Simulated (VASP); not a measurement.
The system is Ru.

```
CELL_PARAMETERS angstrom
2.83484 0.00000 0.00000
-1.41742 2.45504 0.00000
0.00000 0.00000 4.48610
ATOMIC_POSITIONS crystal
Ru 0.66667 0.33333 0.75000
Ru 0.33333 0.66667 0.25000
```

The cell isn't the ideal one: volume scaled by 1.15.

```yaml
Program: VASP 6.6.1
Task: relaxation of cell and atoms
Functional: revPBE
Dispersion: dDsC
Potentials_or_basis: VASP PAW PBE potentials, release 64 (Ru_pv)
Cutoff: 600 eV
k_mesh: 11 × 11 × 6
Occupations: gaussian, width 0.01 eV
Spin: no spin polarisation
```

At the start: pressure -34.0 GPa; volume 15.61 Å³/atom.

Where does the relaxation end?

Over 13 steps the energy falls by 181.4 meV/atom and the volume is 13.50 Å³/atom (-13.5 %); space group P6_3/mmc (No. 194, to 0.05 Å).

Step by step:
| step | energy change (eV) | largest force (eV/Å) | pressure (GPa) | volume (Å³) |
| --- | --- | --- | --- | --- |
| 1 | 0.0000 | 0.0000 | -34.05 | 31.22 |
| 2 | 5.8295 | 0.0000 | 306.02 | 18.50 |
| 3 | -0.3605 | 0.0000 | -12.61 | 28.16 |
| 4 | -0.3733 | 0.0000 | -5.91 | 27.52 |
| 5 | -0.3618 | 0.0000 | 0.23 | 26.99 |
| 6 | -0.3650 | 0.0000 | -0.78 | 27.07 |
| 7 | -0.3649 | 0.0000 | -0.71 | 27.07 |
| 8 | -0.3646 | 0.0000 | -0.54 | 27.05 |
| 9 | -0.3632 | 0.0000 | -0.08 | 27.01 |
| 10 | -0.3628 | 0.0000 | 0.03 | 27.00 |
| 11 | -0.3626 | 0.0000 | 0.09 | 27.00 |
| 12 | -0.3627 | 0.0000 | 0.05 | 27.00 |
| 13 | -0.3628 | 0.0000 | 0.03 | 27.00 |

Final structure:
```yaml
crystal:
  lattice:
    - [2.69819, 0.00000, 0.00000]
    - [-1.34910, 2.33670, 0.00000]
    - [0.00000, 0.00000, 4.28248]
  atoms:
    - { symbol: Ru, position: [0.66667, 0.33333, 0.75000] }
    - { symbol: Ru, position: [0.33333, 0.66667, 0.25000] }
```

Caveat: the PAW data sets were made with another functional, which shifts forces and pressure a little; pairwise dispersion overbinds metals, which lowers pressure and volume.
